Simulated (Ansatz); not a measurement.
# SnSe (Fm-3m): a single-point run

Aim: a sound single-point run of SnSe (Fm-3m). The structure is shown as the input types it.

Computed with Ansatz 0.2.0 (DFT PBE, scalar-relativistic, plane waves, PAW, unless a step's input says otherwise).

3 further runs of the same task are left out: 3 set aside as unsound or not needed. Runs told in other sessions of the task aren't counted.

## Step 1: The structure to begin with

The structure is cubic, space group Fm-3m (No. 225). Conventional cell: a = 4.849 Å, b = 4.849 Å, c = 4.849 Å, α = 90.00°, β = 90.00°, γ = 90.00°. Sn (site symmetry m-3m) is surrounded by 6 Se at 2.42 Å. Se (site symmetry m-3m) is surrounded by 6 Sn at 2.42 Å.

As a file:

```cif
data_structure
_symmetry_space_group_name_H-M 'Fm-3m'
_symmetry_Int_Tables_number 225
_cell_length_a 4.8489
_cell_length_b 4.8489
_cell_length_c 4.8489
_cell_angle_alpha 90.000
_cell_angle_beta 90.000
_cell_angle_gamma 90.000
_cell_volume 114.00
loop_
_atom_site_label
_atom_site_type_symbol
_atom_site_symmetry_multiplicity
_atom_site_Wyckoff_symbol
_atom_site_fract_x
_atom_site_fract_y
_atom_site_fract_z
_atom_site_occupancy
Sn1 Sn 4 a 0.00000 0.00000 0.00000 1
Se1 Se 4 b 0.50000 0.00000 0.00000 1
```

## Step 2: The run

input.yaml

```yaml
crystal:
  lattice:
    - [0.0, 2.42442798, 2.42442798]
    - [2.42442798, 0.0, 2.42442798]
    - [2.42442798, 2.42442798, 0.0]
  atoms:
    - { symbol: Sn, position: [0.0, 0.0, 0.0] }
    - { symbol: Se, position: [0.5, 0.5, 0.5] }
basis:
  ecutwfc: 420
  ecutrho_ratio: 4
kpoints:
  mp_grid: { grid: [10, 10, 10] }
hamiltonian:
  xc: pbe
scf:
  occupations: { method: gaussian, width: 0.05 }
  max_iter: 60
output:
  forces: true
  stress: true
```

Run with:

```bash
ansatz run input.yaml --threads 2 --pin off --max-ram 2662MiB --backend cpu --events-out ev --progress --plain --runs-dir out
```

What happens when this is run?

The program finished normally. It gives a pressure of 136 GPa, which is large; a structure far from rest gives such values too, whatever the setting.

All distances are much too short, so cores begin to overlap. The shortest distance in the input is 2.42 Å, between atoms 1 (Sn) and 2 (Se).

Remedy: use the intended lattice or bond lengths.
